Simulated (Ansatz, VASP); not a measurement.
One calculation of Si, two programs

```xyz
2
Lattice="0.0000 2.8925 2.4112 2.8925 0.0000 2.4112 2.8925 2.8925 0.0000" Properties=species:S:1:pos:R:3 pbc="T T T"
Si    2.8925    2.8925    2.4112
Si    4.3387    4.3387    3.6168
```

Alike in both runs: task single point; functional LDA; k mesh 12 × 12 × 12; occupations gaussian, width 0.05 eV; no spin polarisation.

```csv
,VASP,Ansatz
version,VASP 6.6.1,Ansatz 0.2.0
potentials or method,"VASP PAW LDA potentials, release 64 (Si)","scalar-relativistic, plane waves, PAW"
plane-wave cutoff (eV),520,420
valence electrons in the cell,8,8
```

Ansatz gave:

| Property | Result |
| --- | --- |
| gap on the k mesh at the Fermi level (eV) | none |
| pressure (GPa) | -3.5 |
| largest component of the traceless stress (GPa) | 7.32 |

Problem. What did VASP give for the same quantities?

Solution. gap on the k mesh at the Fermi level (eV): none; pressure (GPa): -3.4; largest component of the traceless stress (GPa): 7.32.

A gap of «none» marks a metal or a gap that the smearing closes. Ansatz warned: «pseudo_functional_mismatch».
